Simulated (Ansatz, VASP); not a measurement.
# Al2Pt in VASP and in Ansatz

File INCAR:

```
SYSTEM = Al2Pt
PREC = Accurate ; ENCUT = 520
EDIFF = 1E-7 ; ISMEAR = -1
SIGMA = 0.05 ; LREAL = .FALSE.
LASPH = .TRUE. ; NELM = 60
ALGO = Normal ; ISIF = 2
LWAVE = .FALSE. ; LCHARG = .FALSE.
GGA = CA ; NBANDS = 15
```

KPOINTS

```
Automatic mesh
0
G
  8 8 8
  0 0 0
```

Contents of POSCAR:

```
Al2Pt
1.0
    0.0000000000      3.0129558903      3.0129558903
    3.0129558903      0.0000000000      3.0129558903
    3.0129558903      3.0129558903      0.0000000000
Pt Al
1 2
Direct
    0.0000000000      0.0000000000      0.0000000000
    0.7500000000      0.7500000000      0.7500000000
    0.2500000000      0.2500000000      0.2500000000
```

The input input.yaml:

```yaml
crystal:
  lattice:
    - [0.0, 3.0129558903, 3.0129558903]
    - [3.0129558903, 0.0, 3.0129558903]
    - [3.0129558903, 3.0129558903, 0.0]
  atoms:
    - { symbol: Pt, position: [0.0, 0.0, 0.0] }
    - { symbol: Al, position: [0.75, 0.75, 0.75] }
    - { symbol: Al, position: [0.25, 0.25, 0.25] }
kpoints:
  mp_grid: { grid: [8, 8, 8] }
scf:
  occupations: { method: fermi_dirac, width: 0.05 }
hamiltonian:
  xc: lda
  pseudopotentials: { kind: all_electron, lapw: { basis_error: 0.002 } }
output:
  forces: true
  stress: true
  eigenvalues: true
```

Change from the starting cell: volume scaled by 1.06.

Alike in both runs: task single point; functional LDA; k mesh 8 × 8 × 8; occupations fermi-dirac, width 0.05 eV; no spin polarisation.

|  | VASP | Ansatz |
| --- | --- | --- |
| version | VASP 6.6.1 | Ansatz 0.2.0 |
| potentials or method | VASP PAW LDA potentials, release 64 (Pt, Al) | all-electron LAPW, scalar-relativistic |
| plane-wave cutoff (eV) | 520 | see its input |

```tsv
	VASP	Ansatz	Ansatz less VASP
gap on the k mesh at the Fermi level (eV)	none	none	-
pressure (GPa)	-10.2	-10.4	-0.22
```

A gap of «none» marks a metal or a gap that the smearing closes. Ansatz ran all-electron here, so the differences hold the error of VASP's frozen core and of both bases.

Spin-orbit coupling is left out, which matters for the levels of Pt.
